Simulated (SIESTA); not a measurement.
The system is CoO.

```
Co O
1.0
     1.50547    0.86918    2.43993
    -1.50547    0.86918    2.43993
     0.00000   -1.73837    2.43993
Co O
1 1
Cartesian
  0.0000 0.0000 0.0000
  0.0000 0.0000 3.6599
```

The cell is a database's computed one.

```yaml
Program: SIESTA 5.4.2
Task: single point
Functional: PBEsol
Potentials_or_basis: PseudoDojo 0.4 standard (PBEsol files)
Basis: DZP (energy shift 0.003 Ry; two zetas on semicore shells)
Grid_cutoff: 800 Ry
Energy_shift: 0.003 Ry
k_mesh: 11 × 11 × 11
Occupations: fermi-dirac, width 0.05 eV
Spin: collinear spin, ferromagnetic start
Starting_moments: "[2.0, 0.0] μB"
```

On this cell: pressure -8.1 GPa; largest force under 0.003 eV/Å; net moment 2.96 μB per cell; site moments Co +2.59; O +0.37 μB; band gap on the k mesh none (metal or under the smearing width).

The same run follows on a disturbed copy (atoms moved at random, drawn with an rms of 0.05 Å):

```
CELL_PARAMETERS angstrom
1.50547 0.86918 2.43993
-1.50547 0.86918 2.43993
0.00000 -1.73837 2.43993
ATOMIC_POSITIONS crystal
Co 0.99683 0.00019 0.00637
O 0.47022 0.51568 0.50987
```

Q: What does the disturbed cell give?

A: The energy (extrapolated to zero smearing) moves by +0.6 meV/atom; pressure -7.7 GPa; largest force 0.048 eV/Å; net moment 2.97 μB per cell; site moments Co +2.59; O +0.38 μB; band gap on the k mesh none (metal or under the smearing width).

Forces in eV/Å, atoms in the order of the input:
```
Co  -0.046 -0.007 -0.010
O    0.046  0.007  0.010
```

Stress tensor (GPa, compression positive):
```
-7.73 -0.20  0.02
-0.20 -7.77 -0.33
 0.02 -0.33 -7.72
```

Caveats: short orbitals over semicore shells can move pressures by several GPa; the basis of atomic orbitals isn't converged, which shifts pressures, moduli and gaps; a cell with one magnetic atom can't hold antiferromagnetic order, which such compounds often take; semilocal functionals often make such compounds metallic where correlation or magnetic order opens a gap, which also shifts bond lengths.
